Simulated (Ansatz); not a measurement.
The calculation used DFT PBE, scalar-relativistic, plane waves, PAW (Ansatz). All cells share a 420 eV cutoff and Γ-centred k meshes spaced at most about 0.3 Å⁻¹ (about 0.25 or finer for metals, 2π included). Spin is collinear.

Each guess is relaxed in cell and atoms at zero pressure, on a coarse mesh first where it starts far from rest and then on a converged one. The steps can't lower the symmetry of the start, but it can rise. Energies are static (0 K, no zero-point motion).

Two unrelaxed guesses for LiF₃:

Guess 1.

```xyz
4
Lattice="2.4434 0.0000 0.0000 -1.2217 2.1161 0.0000 0.0000 0.0000 8.0107" Properties=species:S:1:pos:R:3 pbc="T T T"
Li    1.2217    0.7054    0.0000
F     1.2217    0.7054    4.0054
F     0.0000    1.4107    2.0353
F     0.0000    1.4107    5.9754
```

Guess 2.

```xyz
4
Lattice="-2.2485 2.2485 2.2485 2.2485 -2.2485 2.2485 2.2485 2.2485 -2.2485" Properties=species:S:1:pos:R:3 pbc="T T T"
Li    0.0000    0.0000    0.0000
F     2.2485    0.0000    0.0000
F     0.0000    2.2485    0.0000
F     0.0000    0.0000    2.2485
```

Question: Where do they end, and which end is lower?

Answer: Guess 2 ends lower, by 81 meV/atom. Guess 1: P-6m2 at 10.4 Å³/atom → P-6m2 at 13.7 Å³/atom; Guess 2: Im-3m at 11.4 Å³/atom → Im-3m at 10.7 Å³/atom. Counting F atoms around Li (those within 1.25 times the shortest such distance or 1.15 times the sum of covalent radii; the shortest distance is added where it is long for a bond), the end of guess 1 has Li 6 and the end of guess 2 has Li 6 from 2.2 Å. End of guess 1. Conventional cell: a = 3.002 Å, c = 7.048 Å. Li is surrounded by 6 F at 1.99 Å, 6 Li at 3.00 Å and 8 F at 3.52–3.60 Å; F on a site of symmetry -6m2 is surrounded by 12 F at 3.00–3.08 Å and 2 Li at 3.52 Å (long contacts); around F on a site of symmetry 3m lie 1 F at 1.95 Å, 3 Li at 1.99 Å and 9 F at 3.00–3.08 Å. End of guess 2. Conventional cell: a = 4.410 Å. Li has 6 F at 2.21 Å; around F lie 2 Li at 2.21 Å and 4 F at 2.21 Å.

Ends held by symmetry can be saddle points. No dispersion correction is applied, so the spacing and binding between layers, chains or molecules are poorly described (P-6m2), and this can change margins and order among such cells. The magnetic state reached may not be the lowest. Some types were kept out of the candidates beforehand, so the set may lack a known form.
